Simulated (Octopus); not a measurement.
**CaF2 (Fluorite): equation of state with PBE**

The system is CaF2 (Fluorite).

```
Ca F
1.0
     0.00000    2.73100    2.73100
     2.73100    0.00000    2.73100
     2.73100    2.73100    0.00000
Ca F
1 2
Direct
  0.00000 0.00000 0.00000
  0.75000 0.75000 0.75000
  0.25000 0.25000 0.25000
```

```yaml
Program: Octopus 16.4
Task: equation of state
Functional: PBE
Potentials_or_basis: pseudodojo_pbe (PseudoDojo 0.5, PBE)
k_mesh: 8 × 8 × 8
Occupations: fermi-dirac, width 0.05 eV
Spin: no spin polarisation
```

| Quantity | Value |
| --- | --- |
| Equilibrium volume | 14.13 Å³/atom (rough: see the caveat) |
| Bulk modulus | 62 GPa (rough) |

Energy against volume, from the lowest point:
```tsv
volume (Å³/atom)	energy (meV/atom)
12.764	28.43
13.036	17.99
13.308	9.67
13.579	4.37
13.851	0.99
14.122	0.00
14.394	0.83
```

All runs of the series together: 43 min on 1 thread of Arm Neoverse V1 (shared host).

Caveat: the fit is doubtful: noisy points or a state that changes with volume; the number of grid points is fixed, so the spacing changes with the cell, which shifts volumes and moduli.
